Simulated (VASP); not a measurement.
A run of VASP 6.6.1 is set up as follows.

Contents of INCAR:

```
SYSTEM = RbBr
PREC = Accurate
ENCUT = 600
EDIFF = 1E-8
ISMEAR = 0
SIGMA = 0.03
LREAL = .FALSE.
LASPH = .TRUE.
NELM = 80
ALGO = Fast
ISIF = 2
LWAVE = .FALSE.
LCHARG = .FALSE.
GGA = PE
LEPSILON = .TRUE.
```

File KPOINTS:

```
regular mesh
0
Monkhorst
  12 12 12
  0 0 0
```

Contents of POSCAR:

```
RbBr                                    
1.0
    0.0000000000      3.5111946093      3.5111946093
    3.5111946093      0.0000000000      3.5111946093
    3.5111946093      3.5111946093     -0.0000000000
  Rb              Br            
     1     1
Direct
     0.0000000000000000    0.0000000000000000    0.0000000000000000
     0.5000000000000000    0.5000000000000000    0.5000000000000000
```

Potentials or basis: VASP PAW PBE potentials, release 64 (Rb_sv, Br).

Launch:

```sh
$ cat potpaw_PBE.64/Rb_sv/POTCAR potpaw_PBE.64/Br/POTCAR > POTCAR
$ mpirun -np 1 vasp_std > vasp.out
```

(1) Predict the electronic dielectric tensor (diagonal).

(2) Estimate the Born charges (mean of the diagonal).

## Answers

(1) 2.46.

(2) Rb +1.16; Br -1.16 e.
